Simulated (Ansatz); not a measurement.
**TiO2: random displacements**

Theory: DFT PBE+U, scalar-relativistic, plane waves, PAW (Ansatz). Settings: plane waves to 420 eV, k-mesh 6×6×10 (Γ-centred), Gaussian smearing 0.05 eV. U_eff on d shells: Ti 4 eV. No spin polarisation. Energies are free energies at this smearing, counted from the undisturbed cell; pressure is positive in compression.

The starting cell (relaxed at this level):

```
Ti O
1.0
     4.64038    0.00000    0.00000
     0.00000    4.64038    0.00000
     0.00000    0.00000    3.00638
Ti O
2 4
Cartesian
  0.0000 0.0000 0.0000
  2.3202 2.3202 1.5032
  1.4183 1.4183 0.0000
  0.9019 3.7385 1.5032
  3.2221 3.2221 0.0000
  3.7385 0.9019 1.5032
```

The atoms are displaced (Å, in the unstrained cell):

```csv
atom,ux,uy,uz
Ti1,-0.052,-0.030,0.028
Ti2,-0.008,-0.010,0.018
O3,0.051,0.024,0.003
O4,-0.014,-0.035,0.014
O5,-0.009,0.034,-0.015
O6,0.033,0.017,-0.047
```

The cell is not strained.

(1) What are the energy change, the stress and the forces?

## Answers

(1) ΔE = 8.1 meV/atom; stress (xx, yy, zz, yz, xz, xy; compression positive) (1.61, 0.95, 1.24, 1.09, -0.64, 0.68) GPa; gap on the mesh 2.33 eV.
| atom | Fx (eV/Å) | Fy | Fz |
| --- | --- | --- | --- |
| Ti1 | 0.60 | -0.15 | -0.20 |
| Ti2 | -0.31 | 0.09 | -0.09 |
| O3 | -0.32 | -0.48 | -0.09 |
| O4 | -0.09 | 0.35 | -0.24 |
| O5 | 0.18 | 0.09 | 0.11 |
| O6 | -0.07 | 0.10 | 0.51 |